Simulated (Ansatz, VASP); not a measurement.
## Two plane-wave programs on Bi

The input INCAR:

```
SYSTEM = Bi
PREC = Accurate ; ENCUT = 520
EDIFF = 1E-6 ; ISMEAR = -1
SIGMA = 0.1 ; LREAL = .FALSE.
LASPH = .TRUE. ; NELM = 80
ALGO = Fast ; ISIF = 2
LWAVE = .FALSE. ; LCHARG = .TRUE.
GGA = RE ; LELF = .TRUE.
LVHAR = .TRUE. ; NBANDS = 14
```

The input KPOINTS:

```
Automatic mesh
0
G
  18 18 18
  0 0 0
```

POSCAR

```
Bi
1.0
    0.0000000000      2.5665287022      2.5665287022
    2.5665287022      0.0000000000      2.5665287022
    2.5665287022      2.5665287022      0.0000000000
Bi
1
Direct
    0.0000000000      0.0000000000      0.0000000000
```

Input for Ansatz:

```yaml
crystal:
  lattice:
    - [0.0, 2.5665287022, 2.5665287022]
    - [2.5665287022, 0.0, 2.5665287022]
    - [2.5665287022, 2.5665287022, 0.0]
  atoms:
    - { symbol: Bi, position: [0.0, 0.0, 0.0] }
hamiltonian:
  xc: revpbe
  pseudopotentials:
    kind: paw
    azcp:
      Bi: "pseudopotentials/Bi.paw.azcp"
basis:
  ecutwfc: 420
  fft_grid_basis: typed
kpoints:
  mp_grid: { grid: [18, 18, 18], shift: [0, 0, 0] }
magnetization:
  spin_polarized: false
scf:
  occupations: { method: fermi_dirac, width: 0.1 }
output:
  stress: true
```

Alike in both runs: task single point; functional revPBE; k mesh 18 × 18 × 18; occupations fermi-dirac, width 0.1 eV; no spin polarisation.

```csv
,VASP,Ansatz
version,VASP 6.6.1,Ansatz 0.2.0
potentials or method,"VASP PAW PBE potentials, release 64 (Bi_d)","plane waves (420 eV) with PAW, scalar-relativistic"
plane-wave cutoff (eV),520,420
valence electrons in the cell,15,15
```

```csv
,VASP,Ansatz,Ansatz less VASP
pressure (GPa),-1.8,-1.8,+0.02
```

With one functional, cell and mesh, what is left measures potentials, basis and numerics.

Caveats: the PAW data sets were made with another functional, which shifts forces and pressure a little (VASP).
